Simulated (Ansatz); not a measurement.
Runs of Ansatz 0.2.0 on MnSb. The structure is cubic, space group Fm-3m (No. 225). The conventional cell has a = 5.590 Å, b = 5.590 Å, c = 5.590 Å, α = 90.00°, β = 90.00°, γ = 90.00°. Sb (site symmetry m-3m) is surrounded by 6 Mn at 2.80 Å. Mn (site symmetry m-3m) is surrounded by 6 Sb at 2.80 Å. The cell comes from a database or a generator and needn't be the stable form of this composition.

| level | U | smearing | gap on the mesh (eV) | pressure (GPa) | moment (μB) |
| --- | --- | --- | --- | --- | --- |
| LDA+U | Mn d U = 4 eV | tetrahedron | none | 0.7 | 4.12 |
| PBEsol | - | gaussian 0.1 eV | none | -4.1 | (b) |
| PBEsol | - | gaussian 0.02 eV | none | -4.1 | 3.86 |
| LDA | - | gaussian 0.02 eV | none | -7.5 | (a) |

Alike in all rows: task single point; potentials or basis all-electron LAPW, scalar-relativistic; spin collinear, ferromagnetic start; cell as given; k mesh 8 × 8 × 8; cutoff (eV) 242; basis error allowed 0.001 eV/atom.

Fill in the values left out.

(a) 3.75; (b) 3.84.

Caveats: a cell with one magnetic atom can't hold antiferromagnetic order, which such compounds often take; the magnetic state may not be the lowest (some runs); U is the effective U less J, on atomic orbitals that reach past the spheres (some runs); the U is typed as a test and isn't derived for this compound (some runs); with tetrahedron occupations forces and stress needn't match the slope of the energy (some runs).

A k mesh can miss the band edges, and the runs leave out spin-orbit coupling on Sb.

A gap of «none» marks a metal or a gap under the smearing width.
